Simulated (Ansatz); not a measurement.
# Computed properties of NaH

```
Na H
1.0
     0.00000    2.44000    2.44000
     2.44000    0.00000    2.44000
     2.44000    2.44000    0.00000
Na H
1 1
Direct
  0.00000 0.00000 0.00000
  0.50000 0.50000 0.50000
```

Atoms are numbered in the order listed.

The conventional cell has a = 4.880 Å, b = 4.880 Å, c = 4.880 Å, α = 90.00°, β = 90.00°, γ = 90.00°. Around Na (atom 1) lie 6 H at 2.44 Å. Around H (atom 2) lie 6 Na at 2.44 Å.

The cell is COD entry 9008680, as deposited and not checked against the literature; nothing was relaxed.

All numbers are computed: DFT, PBEsol, all-electron LAPW, scalar-relativistic (Ansatz 0.2.0); DFT, PBEsol, PAW with Ansatz's default frozen-core files, scalar-relativistic (Ansatz 0.2.0).

For LAPW: a Γ-centred 9×9×9 k mesh, Fermi–Dirac smearing of 0.03 eV, basis error target 1 meV/atom, no spin polarisation. PAW takes a cutoff of 420 eV at this cell (files made with PBE, cores remade for this functional). The Ansatz runs share mesh, smearing and spin set-up. Values come from LAPW unless marked.

- Smallest direct gap on the path: 4.40 eV
- Pressure at this cell: -1.19 GPa
- Bader charges (from the PAW run): Na1 +0.80, H2 -0.80 e
- Volume per atom: 14.53 Å³

(1) Give the computed value. Löwdin charges (with 0.03 e of the cell spilling out of the atomic basis, so their sizes and signs hang on that basis).

(2) Predict this quantity. Band gap.

## Answers

(1) Na1 0.58, H2 -0.55 e.

(2) 3.52 eV, indirect from W (0.5, 0.25, 0.75) to L (0.5, 0.5, 0.5).
